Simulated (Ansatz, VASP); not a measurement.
**Zn: VASP beside Ansatz**

```
Zn
1.0
     2.52350    0.00000    0.00000
     0.00000    2.52350    0.00000
     0.00000    0.00000    2.52350
Zn
1
Cartesian
  0.0000 0.0000 0.0000
```

Change from the starting cell: volume scaled by 1, PAW files.

Alike in both runs: task single point; functional LDA; k mesh 15 × 15 × 15; occupations fermi-dirac, width 0.1 eV; no spin polarisation.

|  | VASP | Ansatz |
| --- | --- | --- |
| version | VASP 6.6.1 | Ansatz 0.2.0 |
| potentials or method | VASP PAW LDA potentials, release 64 (Zn) | PAW with Ansatz's default frozen-core files, scalar-relativistic |
| plane-wave cutoff (eV) | 520 | 420 |
| valence electrons in the cell | 12 | 12 |

Ansatz gave:

| Quantity | Value |
| --- | --- |
| pressure (GPa) | 0.0 |

Task: What did VASP give for the same quantities?

Result: Pressure (GPa): 0.6.
